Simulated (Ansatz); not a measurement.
# Ge2HS2 (buck sheet): the cost of one run

Computed with Ansatz 0.2.0 (DFT PBE, scalar-relativistic, plane waves, PAW, unless a step's input says otherwise).

## Step 1: Starting point

It takes space group P3m1 (No. 156, trigonal). The conventional cell has a = 3.494 Å, b = 3.494 Å, c = 26.506 Å, α = 90.00°, β = 90.00°, γ = 120.00°. Ge (site symmetry 3m) is surrounded by 3 S at 2.43 Å. S (site symmetry 3m) is surrounded by 3 Ge at 2.43 Å.

As a file:

```cif
data_structure
_symmetry_space_group_name_H-M 'P3m1'
_symmetry_Int_Tables_number 156
_cell_length_a 3.4943
_cell_length_b 3.4943
_cell_length_c 26.5057
_cell_angle_alpha 90.000
_cell_angle_beta 90.000
_cell_angle_gamma 120.000
_cell_volume 280.28
loop_
_atom_site_label
_atom_site_type_symbol
_atom_site_symmetry_multiplicity
_atom_site_Wyckoff_symbol
_atom_site_fract_x
_atom_site_fract_y
_atom_site_fract_z
_atom_site_occupancy
Ge1 Ge 1 b 0.33333 0.66667 0.32281 1
S1 S 1 c 0.66667 0.33333 0.37385 1
```

This sheet was relaxed beforehand with the same method; its gap on the mesh is 2.52 eV.

## Step 2: Building the armchair ribbon, N = 8 with H caps

The ribbon is cut from the relaxed sheet, periodic along c; N counts formula units a period. The edge energy is the mean of both edges over the sheet, -2598.7337 eV an atom. Each H cap counts from half an H2 molecule (-15.872 eV in a separate run).

The cell holds 8 Ge, 8 S, 4 H: a = 23.400 Å, b = 10.700 Å, c = 6.052 Å, α = 90.00°, β = 90.00°, γ = 90.00°.

## Step 3: Relaxation

Pressure and volume refer to the whole cell with its vacuum; only the period along c may change.

The input, input.yaml:

```yaml
crystal:
  lattice:
    - [23.4, 0.0, 0.0]
    - [0.0, 10.7, 0.0]
    - [0.0, 0.0, 6.0522930934]
  atoms:
    - { symbol: Ge, position: [0.7613253347, 0.4367836115, 0.3333333333] }
    - { symbol: Ge, position: [0.611996572, 0.4367836115, 0.3333333333] }
    - { symbol: Ge, position: [0.6866609533, 0.4367836115, 0.8333333333] }
    - { symbol: Ge, position: [0.4626678093, 0.4367836115, 0.3333333333] }
    - { symbol: Ge, position: [0.5373321907, 0.4367836115, 0.8333333333] }
    - { symbol: Ge, position: [0.3133390467, 0.4367836115, 0.3333333333] }
    - { symbol: Ge, position: [0.388003428, 0.4367836115, 0.8333333333] }
    - { symbol: Ge, position: [0.2386746653, 0.4367836115, 0.8333333333] }
    - { symbol: S, position: [0.6866609533, 0.5632163885, 0.1666666667] }
    - { symbol: S, position: [0.7613253347, 0.5632163885, 0.6666666667] }
    - { symbol: S, position: [0.5373321907, 0.5632163885, 0.1666666667] }
    - { symbol: S, position: [0.611996572, 0.5632163885, 0.6666666667] }
    - { symbol: S, position: [0.388003428, 0.5632163885, 0.1666666667] }
    - { symbol: S, position: [0.4626678093, 0.5632163885, 0.6666666667] }
    - { symbol: S, position: [0.2386746653, 0.5632163885, 0.1666666667] }
    - { symbol: S, position: [0.3133390467, 0.5632163885, 0.6666666667] }
    - { symbol: H, position: [0.8086624296, 0.516941784, 0.227666941] }
    - { symbol: H, position: [0.1913375704, 0.516941784, 0.727666941] }
    - { symbol: H, position: [0.8028221387, 0.4929478606, 0.7592962964] }
    - { symbol: H, position: [0.1971778613, 0.4929478606, 0.2592962964] }
basis:
  ecutwfc: 420
kpoints:
  mp_grid: { grid: [1, 1, 6] }
hamiltonian:
  xc: pbe
scf:
  occupations: { method: gaussian, width: 0.05 }
output:
  forces: true
  stress: true
  eigenvalues: true
  populations: true
  write_density: true
  write_potential: true
  elf: true
  volumetric_format: npy
relax:
  adjacent_minimum: "off"
  f_tol: 0.02
  max_steps: 45
  cell: { fix: [a, b, alpha, beta, gamma], stress_tol: 0.03 }
```

On the command line:

```
> ansatz run input.yaml --threads 4 --pin off --max-ram 11264MiB --backend cpu --events-out ev --progress --plain --runs-dir out
```

**Question.** How long does this run take on 4 threads of Intel Xeon Platinum 8375C at 2.90GHz (Ice Lake), shared host, and how much memory does it need?

About 3 min, with a peak of 2.7 GiB.
